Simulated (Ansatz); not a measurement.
Runs of Ansatz 0.2.0 on BP. The structure is cubic, space group F-43m (No. 216). Conventional cell: a = 4.538 Å, b = 4.538 Å, c = 4.538 Å, α = 90.00°, β = 90.00°, γ = 90.00°. P (site symmetry -43m) is surrounded by 4 B at 1.97 Å. B (site symmetry -43m) has 4 P at 1.97 Å as nearest neighbours. 

| task | level | cell | k mesh | cutoff (eV) | smearing | basis error allowed | gap on the mesh (eV) | pressure (GPa) | relaxed volume (Å³/atom) |
| --- | --- | --- | --- | --- | --- | --- | --- | --- | --- |
| phonons | PBE | as given | 7 × 7 × 7 | 301 | fermi-dirac 0.05 eV | 0.001 eV/atom | 1.25 | - | - |
| phonons | PBEsol | as given | 7 × 7 × 7 | 302 | fermi-dirac 0.05 eV | 0.001 eV/atom | 1.13 | - | - |
| single point | PBE | as given | 6 × 6 × 6 | 253 | fermi-dirac 0.04 eV | 0.002 eV/atom | 1.34 | 1.2 | - |
| relaxation of cell and atoms | RPBE+D3(BJ) | relaxed | 10 × 10 × 10 | - | fermi-dirac 0.05 eV | 0.001 eV/atom | (a) | 0.0 | 10.60 |
| relaxation of cell and atoms | LDA | relaxed | 10 × 10 × 10 | - | fermi-dirac 0.05 eV | 0.001 eV/atom | 1.15 | 0.0 | 11.32 |
| single point | PBE | as given | 6 × 6 × 6 | 238 | fermi-dirac 0.02 eV | 0.003 eV/atom | 1.34 | 1.2 | - |
| density of states | PBEsol | as given | 10 × 10 × 10 | 281 | gaussian 0.05 eV | 0.001 eV/atom | 1.14 | (b) | - |
| single point | PBE | as given | 10 × 10 × 10 | 281 | gaussian 0.023 eV | 0.001 eV/atom | 1.25 | 1.1 | - |
| relaxation of cell and atoms | BLYP+D3(BJ) | relaxed | 10 × 10 × 10 | - | fermi-dirac 0.05 eV | 0.001 eV/atom | 1.49 | 0.0 | 11.44 |
| single point | PBE | as given | 10 × 10 × 10 | 281 | gaussian 0.022 eV | 0.001 eV/atom | 1.25 | 1.1 | - |

Alike in all rows: potentials or basis all-electron LAPW, scalar-relativistic; no spin polarisation.

Question: Estimate the missing entries.

Answer: (a) 1.12; (b) -2.0.

Caveats: an odd mesh through Γ misses points on the zone boundary, where band edges often lie (some runs).
